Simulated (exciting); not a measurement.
Set up this calculation in exciting (release sodium), as the native input.

```
Task                                     : band structure
Functional                               : B86bPBE
Potentials or basis                      : all-electron LAPW+lo, shipped species files, valence relativity iora*
rgkmax                                   : 8
k mesh                                   : 11 × 11 × 11
Occupations                              : gaussian, width 0.0272 eV
Spin                                     : no spin polarisation
outputlevel                              : normal
gmaxvr (cutoff of density and potential) : 14 1/bohr
lmaxapw (and lmaxmat)                    : 10
lmaxvr                                   : 8
nempty                                   : 12
Valence relativity                       : iora*
epsengy                                  : 1e-05 Ha
epspot                                   : 1e-05 Ha
maxscl                                   : 60
Muffin-tin radii                         : Au 2.3 bohr
```

The system is Au.

```xyz
1
Lattice="0.0000 2.0350 2.0350 2.0350 0.0000 2.0350 2.0350 2.0350 0.0000" Properties=species:S:1:pos:R:3 pbc="T T T"
Au    0.0000    0.0000    0.0000
```

The input as run:

input.xml

```xml
<input>
  <title>Au</title>
  <structure speciespath="./" tshift="false">
    <crystal scale="1">
      <basevect>0.000000000000 3.845592663613 3.845592663613</basevect>
      <basevect>3.845592663613 0.000000000000 3.845592663613</basevect>
      <basevect>3.845592663613 3.845592663613 0.000000000000</basevect>
    </crystal>
    <species speciesfile="Au.xml" rmt="2.3">
      <atom coord="0.000000000000 0.000000000000 0.000000000000"/>
    </species>
  </structure>
  <groundstate do="fromscratch" ngridk="11 11 11" rgkmax="8" gmaxvr="14" lmaxapw="10" lmaxmat="10" lmaxvr="8" stype="Gaussian" swidth="0.00099958" nempty="12" ValenceRelativity="iora*" epsengy="1e-05" epspot="1e-05" maxscl="60" outputlevel="normal">
    <libxc exchange="XC_GGA_X_B86_MGC" correlation="XC_GGA_C_PBE"/>
  </groundstate>
  <properties>
    <bandstructure>
      <plot1d>
        <path steps="120">
          <point coord="0 0 0" label="G"/>
          <point coord="0.5 0 0.5" label="X"/>
          <point coord="0.5 0.25 0.75" label="W"/>
          <point coord="0.375 0.375 0.75" label="K"/>
          <point coord="0 0 0" label="G"/>
          <point coord="0.5 0.5 0.5" label="L"/>
          <point coord="0.625 0.25 0.625" label="U"/>
          <point coord="0.5 0.25 0.75" label="W"/>
          <point coord="0.5 0.5 0.5" label="L"/>
          <point coord="0.375 0.375 0.75" label="K" breakafter="true"/>
          <point coord="0.625 0.25 0.625" label="U"/>
          <point coord="0.5 0 0.5" label="X"/>
        </path>
      </plot1d>
    </bandstructure>
  </properties>
</input>
```

Potentials or basis: all-electron LAPW+lo, shipped species files, valence relativity iora*.

Launch:

```sh
$ OMP_NUM_THREADS=1 exciting_smp
```

Results of the run:

| Property | Result |
| --- | --- |
| Band gap on the k mesh | none (metal or under the smearing width) |
| All electrons inside the program's atomic spheres | Au 76.79 (radii Au 2.3 bohr) |

Caveat: spin-orbit coupling is left out, which moves the levels of the heavy elements.

Wall time 35 s on 1 thread of Intel(R) Xeon(R) 6975P-C (Granite Rapids), on a shared host, peak memory 0.1 GiB.
